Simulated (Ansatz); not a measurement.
The cell of ZnS is invented: 4-connected net, two elements alternating (Pmmm, No. 47). Its size is a rough estimate.

```cif
data_structure
_symmetry_space_group_name_H-M 'Pmmm'
_symmetry_Int_Tables_number 47
_cell_length_a 3.2385
_cell_length_b 3.6555
_cell_length_c 8.4461
_cell_angle_alpha 90.000
_cell_angle_beta 90.000
_cell_angle_gamma 90.000
_cell_volume 99.99
loop_
_atom_site_label
_atom_site_type_symbol
_atom_site_symmetry_multiplicity
_atom_site_Wyckoff_symbol
_atom_site_fract_x
_atom_site_fract_y
_atom_site_fract_z
_atom_site_occupancy
Zn1 Zn 2 t 0.50000 0.50000 0.17805 1
Zn2 Zn 1 c 0.00000 0.00000 0.50000 1
S1 S 2 s 0.50000 0.00000 0.32195 1
S2 S 1 e 0.00000 0.50000 0.00000 1
```

Level of theory: Ansatz, DFT PBE, scalar-relativistic, plane waves, PAW. Cutoff 420 eV, Gaussian smearing, Γ-centred meshes. Cell and atoms relax first on a coarse mesh and then on a converged one. In between, the cell is made exact in the group found at 0.06 Å. The steps can't lower the symmetry of their start. No spin polarisation.

A guess keeps its type if space group and coordination stay and the shape of the cell changes little (axis ratios within about 15 %, angles within 6°); the volume may change.

Question: Will the relaxed cell still be of the starting type?

Answer: It keeps its type. The symmetry stays Pmmm (No. 47). The volume per atom grows by 26.1 %, from 16.7 to 21.0 Å³. The shortest distance goes from 2.19 Å (Zn–S) to 2.36 Å (Zn–S). Counting neighbours within 15 % of an atom's shortest distance, the start has S 4, Zn 4 and the end S 4, Zn 4.

The last run used an 8×8×4 mesh (in the run's order of axes) for its 6-atom cell and Gaussian smearing of 0.02 eV. A later test with randomly moved atoms led to a structure 10 meV/atom lower, so this end is a saddle point or a shallow minimum.
